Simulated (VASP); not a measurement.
# How strain moves the gap of SnSe, part 3 of 6

How do the gap and the pressure of SnSe answer to a change of volume or shape? All runs use r2SCAN. Left out of this account: 1 further run (fields: a reference on another mesh). The start is a computed cell from the Materials Project.

VASP 6.6.1; r2SCAN; plane waves and PAW (Sn_d, Se).

Still holding for the runs below: Spin-orbit coupling is off here; with elements this heavy it splits and shifts levels by tenths of an eV or more.

So far, least gap on mesh and path (eV): step 2 (bands, cell as listed) 1.02; step 3 (cell volume +4.0 %) 1.06.

## Step 4: Bands, volume times 1.08

The cell is expanded evenly, with fractional positions held.

Contents of INCAR:

```
SYSTEM = SnSe
PREC = Accurate
ENCUT = 400
EDIFF = 1E-06
NELM = 100
ISMEAR = -1
SIGMA = 0.05
LREAL = .FALSE.
ALGO = Normal
METAGGA = R2SCAN
LASPH = .TRUE.
NBANDS = 61
LORBIT = 11
LWAVE = .FALSE.
LCHARG = .FALSE.
KPAR = 4
NCORE = 2
```

Contents of POSCAR:

```
SnSe
1.0
   11.9675660796      0.0000000000      0.0000000000
    0.0000000000      4.2334739247      0.0000000000
    0.0000000000      0.0000000000      4.8230632002
Sn Se
4 4
Direct
    0.6187868500      0.7500000000      0.3765543000
    0.8812131500      0.2500000000      0.8765543000
    0.3812131500      0.2500000000      0.6234457000
    0.1187868500      0.7500000000      0.1234457000
    0.1485530300      0.2500000000      0.5091818000
    0.6485530300      0.2500000000      0.9908182000
    0.3514469700      0.7500000000      0.0091818000
    0.8514469700      0.7500000000      0.4908182000
```

Contents of KPOINTS:

```
Automatic mesh
0
Gamma
2 6 5
0 0 0
```

Contents of KPOINTS_OPT:

```
Line mode
12
Line-mode
Reciprocal
  0.00000000   0.00000000   0.00000000 GAMMA
  0.00000000   0.50000000   0.00000000 X

  0.00000000   0.50000000   0.00000000 X
  0.00000000   0.50000000   0.50000000 S

  0.00000000   0.50000000   0.50000000 S
  0.00000000   0.00000000   0.50000000 Y

  0.00000000   0.00000000   0.50000000 Y
  0.00000000   0.00000000   0.00000000 GAMMA

  0.00000000   0.00000000   0.00000000 GAMMA
  0.50000000   0.00000000   0.00000000 Z

  0.50000000   0.00000000   0.00000000 Z
  0.50000000   0.50000000   0.00000000 U

  0.50000000   0.50000000   0.00000000 U
  0.50000000   0.50000000   0.50000000 R

  0.50000000   0.50000000   0.50000000 R
  0.50000000   0.00000000   0.50000000 T

  0.50000000   0.00000000   0.50000000 T
  0.50000000   0.00000000   0.00000000 Z

  0.00000000   0.00000000   0.50000000 Y
  0.50000000   0.00000000   0.50000000 T

  0.50000000   0.50000000   0.00000000 U
  0.00000000   0.50000000   0.00000000 X

  0.00000000   0.50000000   0.50000000 S
  0.50000000   0.50000000   0.50000000 R
```

PAW data sets: Sn_d and Se (PBE family, release 64).

Command:

```console
$ mpirun -np 8 vasp_std
```

The program printed:

```text
[... set-up lines as in an earlier step ...]
 entering main loop
       N       E                     dE             d eps       ncg     rms          rms(c)
DAV:   1     0.655037401657E+03    0.65504E+03   -0.31223E+04  3126   0.141E+03
DAV:   2    -0.314880768196E+02   -0.68653E+03   -0.64717E+03  2944   0.439E+02
DAV:   3    -0.164433095565E+03   -0.13295E+03   -0.12720E+03  3353   0.164E+02
DAV:   4    -0.173145912436E+03   -0.87128E+01   -0.86136E+01  3456   0.451E+01
DAV:   5    -0.173375097957E+03   -0.22919E+00   -0.22904E+00  3496   0.796E+00    0.699E+00
DAV:   6    -0.159500513199E+03    0.13875E+02   -0.39433E+00  3778   0.154E+01    0.474E+00
DAV:   7    -0.159583417702E+03   -0.82905E-01   -0.78144E-01  3520   0.319E+00    0.208E+00
DAV:   8    -0.159615491183E+03   -0.32073E-01   -0.45478E-02  3673   0.146E+00    0.599E-01
DAV:   9    -0.159620733868E+03   -0.52427E-02   -0.91337E-03  3416   0.481E-01    0.243E-01
DAV:  10    -0.159621392831E+03   -0.65896E-03   -0.23882E-03  3633   0.266E-01    0.112E-01
DAV:  11    -0.159621661521E+03   -0.26869E-03   -0.32832E-04  3385   0.917E-02    0.374E-02
DAV:  12    -0.159621659235E+03    0.22859E-05   -0.11811E-04  3633   0.728E-02    0.108E-02
DAV:  13    -0.159621663484E+03   -0.42491E-05   -0.15318E-05  3862   0.173E-02    0.737E-03
DAV:  14    -0.159621661630E+03    0.18541E-05   -0.26249E-06  2620   0.119E-02    0.417E-03
DAV:  15    -0.159621662799E+03   -0.11687E-05   -0.37395E-07  1759   0.430E-03    0.778E-04
DAV:  16    -0.159621662877E+03   -0.78478E-07   -0.11691E-07  1739   0.159E-03
   1 F= -.15962166E+03 E0= -.15962166E+03  d E =-.963845E-06
 Start KPOINTS_OPT (optional k-point list driver)
k-point batch [1-24\144]
       N       E                     dE             ncg
DAV:   1     0.135980450310E+04   -0.32283E+05     3204
DAV:   2    -0.152910243761E+05   -0.16651E+05     2944
DAV:   3    -0.184237814230E+05   -0.31328E+04     3375
DAV:   4    -0.186227647142E+05   -0.19898E+03     3368
DAV:   5    -0.186279134641E+05   -0.51487E+01     3491
DAV:   6    -0.186281227821E+05   -0.20932E+00     4118
DAV:   7    -0.186281263962E+05   -0.36141E-02     4086
DAV:   8    -0.186281264616E+05   -0.65452E-04     4180
DAV:   9    -0.186281264632E+05   -0.15911E-05     2233
DAV:  10    -0.186281264635E+05   -0.29644E-06     1896
[...]
k-point batch [121-144\144]
       N       E                     dE             ncg
DAV:   1     0.115604958559E+04   -0.46801E+05     3181
DAV:   2    -0.154585691479E+05   -0.16615E+05     2960
DAV:   3    -0.185452405545E+05   -0.30867E+04     3475
DAV:   4    -0.187361761954E+05   -0.19094E+03     3400
DAV:   5    -0.187410925910E+05   -0.49164E+01     3483
DAV:   6    -0.187412939185E+05   -0.20133E+00     4120
DAV:   7    -0.187412970055E+05   -0.30871E-02     4064
DAV:   8    -0.187412970758E+05   -0.70298E-04     4142
DAV:   9    -0.187412970773E+05   -0.14571E-05     2195
DAV:  10    -0.187412970776E+05   -0.29329E-06     1862
```

Elapsed: 3.4 min, on 8 MPI ranks of Intel Xeon 6975P-C (Granite Rapids), shared host; peak memory 2.4 GiB; 22 min of CPU time.

OUTCAR, selected parts (step 4):

```text
  LATTYP: Found a simple orthorhombic cell.
 ALAT       =     4.2334739247
 B/A-ratio  =     1.1392684320
 C/A-ratio  =     2.8268902307

 Found     24 irreducible k-points:

   ENCUT  =  400.0 eV  29.40 Ry    5.42 a.u.  19.52  6.90  7.87*2*pi/ulx,y,z

   NELECT =      80.0000    total number of electrons

 E-fermi :   4.2308

 k-point     1 :       0.0000    0.0000    0.0000
  band No.  band energies     occupation
    ...
     36       2.1680      2.00000
     37       2.4459      2.00000
     38       2.9626      2.00000
     39       3.1299      2.00000
     40       3.5497      2.00000
     41       5.0768      0.00000
     42       6.5884      0.00000
     43       6.8353      0.00000
     44       6.9330      0.00000
     45       7.0467      0.00000
    ...

 k-point     2 :       0.5000    0.0000    0.0000
  band No.  band energies     occupation
    ...
     36       2.1001      2.00000
     37       2.2515      2.00000
     38       2.2515      2.00000
     39       3.3812      2.00000
     40       3.3812      2.00000
     41       6.4049      0.00000
     42       6.4049      0.00000
     43       6.6402      0.00000
     44       6.6402      0.00000
     45       7.5986      0.00000
    ...

  Total       -5.0380081     -5.3434626     -4.8629100      0.0000000     -0.0000000      0.0000000
  in kB      -33.0326767    -35.0354486    -31.8846122      0.0000000     -0.0000000      0.0000000
  external PRESSURE =     -33.3175792 kB  Pullay stress =       0.0000000 kB

  energy-cutoff  :      400.00
  volume of cell :      244.36
      direct lattice vectors                 reciprocal lattice vectors
    11.967566080  0.000000000  0.000000000     0.083559179  0.000000000  0.000000000
     0.000000000  4.233473925  0.000000000     0.000000000  0.236212628  0.000000000
     0.000000000  0.000000000  4.823063200     0.000000000  0.000000000  0.207337113

 POSITION                                       TOTAL-FORCE (eV/Angst)
 -----------------------------------------------------------------------------------
      7.40537      3.17511      1.81615         0.407261      0.000000     -0.297894
     10.54598      1.05837      4.22768        -0.407261      0.000000     -0.297894
      4.56219      1.05837      3.00692        -0.407261      0.000000      0.297894
      1.42159      3.17511      0.59539         0.407261     -0.000000      0.297894
      1.77782      1.05837      2.45582         0.200130     -0.000000     -0.262204
      7.76160      1.05837      4.77878         0.200130     -0.000000      0.262204
      4.20596      3.17511      0.04428        -0.200130     -0.000000     -0.262204
     10.18975      3.17511      2.36725        -0.200130     -0.000000      0.262204
 -----------------------------------------------------------------------------------
    total drift:                               -0.000000      0.000000     -0.000000

  FREE ENERGIE OF THE ION-ELECTRON SYSTEM (eV)
  ---------------------------------------------------
  free  energy   TOTEN  =      -159.6216628772 eV

  energy  without entropy=     -159.6216619133  energy(sigma->0) =     -159.62166240

 total charge
# of ion       s       p       d       tot
------------------------------------------
    1        1.322   0.730   9.974  12.026
    2        1.322   0.730   9.974  12.026
    3        1.322   0.730   9.974  12.026
    4        1.322   0.730   9.974  12.026
    5        1.465   2.352   0.018   3.835
    6        1.465   2.352   0.018   3.835
    7        1.465   2.352   0.018   3.835
    8        1.465   2.352   0.018   3.835
--------------------------------------------------
tot         11.149  12.327  39.969  63.446

[... 5 parts as in an earlier step ...]

[... 6 further parts left out ...]
```

This step gave:

```yaml
scf_cycles: 16
free_energy_toten: -159.6217 eV
fermi_energy: 4.231 eV
pressure: -3.332 GPa
least_gap_on_mesh_and_path: 1.082 eV
least_direct_gap_on_mesh_and_path: 1.435 eV
conduction_bottom_at_k: 0, 0.3636, 0
least_direct_gap_at_k: 0, 0, 0.3182
```

Electronic bands along the path, in eV, zero at the valence-band top; v1 is the highest filled band, c1 the lowest empty one:

| point | v4 | v3 | v2 | v1 | c1 | c2 | c3 | c4 |
| --- | --- | --- | --- | --- | --- | --- | --- | --- |
| Γ | -1.26 | -0.75 | -0.58 | -0.16 | 1.37 | 2.88 | 3.12 | 3.22 |
| 0.45 of the way | -1.39 | -0.59 | -0.44 | -0.35 | 1.66 | 1.66 | 2.67 | 2.96 |
| X | -1.02 | -1.02 | -0.84 | -0.84 | 1.48 | 1.48 | 1.69 | 1.69 |
| 0.45 of the way | -1.56 | -1.56 | -0.68 | -0.68 | 1.55 | 1.55 | 2.91 | 2.91 |
| S | -1.79 | -1.79 | -1.04 | -1.04 | 2.94 | 2.94 | 3.13 | 3.13 |
| 0.55 of the way | -1.06 | -1.06 | -0.51 | -0.51 | 1.84 | 1.84 | 3.19 | 3.19 |
| Y | -0.69 | -0.69 | -0.12 | -0.12 | 1.69 | 1.69 | 2.04 | 2.04 |
| 0.55 of the way | -1.06 | -0.99 | -0.26 | -0.21 | 1.64 | 1.82 | 2.66 | 2.94 |
| Γ | -1.26 | -0.75 | -0.58 | -0.16 | 1.37 | 2.88 | 3.12 | 3.22 |
| 0.55 of the way | -1.33 | -1.21 | -0.48 | -0.21 | 1.98 | 2.87 | 3.05 | 3.06 |
| Z | -1.46 | -1.46 | -0.33 | -0.33 | 2.69 | 2.69 | 2.93 | 2.93 |
| 0.45 of the way | -1.36 | -1.36 | -0.33 | -0.33 | 2.09 | 2.09 | 2.85 | 2.85 |
| U | -1.08 | -1.08 | -1.08 | -1.08 | 1.81 | 1.81 | 1.81 | 1.81 |
| 0.55 of the way | -1.20 | -1.20 | -1.20 | -1.20 | 2.66 | 2.66 | 2.66 | 2.66 |
| R | -1.18 | -1.18 | -1.18 | -1.18 | 2.86 | 2.86 | 2.86 | 2.86 |
| 0.45 of the way | -1.28 | -1.28 | -0.94 | -0.94 | 2.72 | 2.72 | 3.34 | 3.34 |
| T | -0.44 | -0.44 | -0.17 | -0.17 | 1.71 | 1.71 | 2.17 | 2.17 |
| 0.45 of the way | -0.97 | -0.97 | -0.42 | -0.42 | 2.07 | 2.07 | 2.84 | 2.84 |
| Z | -1.46 | -1.46 | -0.33 | -0.33 | 2.69 | 2.69 | 2.93 | 2.93 |
| jump to Y | -0.69 | -0.69 | -0.12 | -0.12 | 1.69 | 1.69 | 2.04 | 2.04 |
| 0.45 of the way | -0.55 | -0.55 | -0.14 | -0.14 | 1.68 | 1.68 | 2.12 | 2.12 |
| T | -0.44 | -0.44 | -0.17 | -0.17 | 1.71 | 1.71 | 2.17 | 2.17 |
| jump to U | -1.08 | -1.08 | -1.08 | -1.08 | 1.81 | 1.81 | 1.81 | 1.81 |
| 0.55 of the way | -1.04 | -1.04 | -0.97 | -0.97 | 1.63 | 1.63 | 1.75 | 1.75 |
| X | -1.02 | -1.02 | -0.84 | -0.84 | 1.48 | 1.48 | 1.69 | 1.69 |
| jump to S | -1.79 | -1.79 | -1.04 | -1.04 | 2.94 | 2.94 | 3.13 | 3.13 |

Of the projections kept (Sn, Se), the largest for each band there; the rest of the weight can lie on other orbitals:

| point | v4 | v3 | v2 | v1 | c1 | c2 | c3 | c4 |
| --- | --- | --- | --- | --- | --- | --- | --- | --- |
| Γ | Se 0.83 | Se 0.66 | Se 0.75 | Se 0.70 | Sn 0.85 | Sn 0.71 | Sn 0.67 | Sn 0.65 |
| X | Sn 0.51 | Sn 0.51 | Se 0.55 | Se 0.55 | Sn 0.64 | Sn 0.64 | Sn 0.67 | Sn 0.67 |
| S | Se 0.57 | Se 0.57 | Se 0.70 | Se 0.70 | Sn 0.69 | Sn 0.69 | Sn 0.51 | Sn 0.51 |
| Y | Se 0.55 | Se 0.55 | Se 0.57 | Se 0.57 | Sn 0.74 | Sn 0.74 | Sn 0.61 | Sn 0.61 |
| Γ | Se 0.83 | Se 0.66 | Se 0.75 | Se 0.70 | Sn 0.85 | Sn 0.71 | Sn 0.67 | Sn 0.65 |
| Z | Se 0.81 | Se 0.81 | Se 0.74 | Se 0.74 | Sn 0.67 | Sn 0.67 | Sn 0.69 | Sn 0.69 |

Force by atom:

| atom | x (eV/Å) | y (eV/Å) | z (eV/Å) | size |
| --- | --- | --- | --- | --- |
| Sn1 | 0.407 | 0.000 | -0.298 | 0.505 |
| Sn2 | -0.407 | 0.000 | -0.298 | 0.505 |
| Sn3 | -0.407 | 0.000 | 0.298 | 0.505 |
| Sn4 | 0.407 | 0.000 | 0.298 | 0.505 |
| Se5 | 0.200 | 0.000 | -0.262 | 0.330 |
| Se6 | 0.200 | 0.000 | 0.262 | 0.330 |
| Se7 | -0.200 | 0.000 | -0.262 | 0.330 |
| Se8 | -0.200 | 0.000 | 0.262 | 0.330 |

The gap is 1.08 eV, indirect. That is +0.06 eV from the cell as listed. The pressure is -3.33 GPa.

(Part 3 of 6 ends here.)

[Lines on the potential files, build, host, timing and source positions are cut from VASP's logs without a mark.]

[Logs are printed without paths, hosts, clocks, repeated set-up lines and the standing remarks that a program may print on its own settings, such as how far it seeks lower states.]

[Hosts, paths, dates, database ids (printed as entryN), source tags and the programs' standing remarks are cut or masked in the printed files.]

[A measured line is paired with the nearest computed mode of its activity, which favours agreement.]
